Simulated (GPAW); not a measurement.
Crystal: CdS (Greenockite).

```
Cd S
1.0
     4.15000    0.00000    0.00000
    -2.07500    3.59401    0.00000
     0.00000    0.00000    6.73700
Cd S
2 2
Direct
  0.66667 0.33333 0.50000
  0.33333 0.66667 0.00000
  0.66667 0.33333 0.87500
  0.33333 0.66667 0.37500
```

Base run:

```yaml
Program: GPAW 26.7.0
Functional: LDA
Potentials_or_basis: the program's PAW data sets (release 1.2.1) made for this functional
Cutoff: 450 eV
Basis: pw
k_mesh: 6 × 6 × 3
Occupations: fermi-dirac, width 0.001 eV
Spin: no spin polarisation
```

Its results: band gap on the k mesh 0.89 eV, direct; electronic dielectric tensor (diagonal) 6.70, 6.70, 6.74.

Question: After a change of settings the same cell gave: band gap on the k mesh 1.36 eV, direct; electronic dielectric tensor (diagonal) 5.37, 5.37, 5.46. Which change was it?
A. functional from LDA to AM05; potentials or basis from the program's PAW data sets (release 1.2.1) made for this functional to PAW data sets generated in the run's folder for this functional
B. functional from LDA to PBE; potentials or basis from the program's PAW data sets (release 1.2.1) made for this functional to GPAW PAW data sets (gpaw-data 1.2.1)
C. functional from LDA to RPBE
D. functional from LDA to PBEsol; potentials or basis from the program's PAW data sets (release 1.2.1) made for this functional to PAW data sets generated in the run's folder for this functional

Answer: C.

Caveats: the long-wavelength limit can be off by several per cent where d states take part; an odd mesh through Γ misses points on the zone boundary, where band edges often lie.
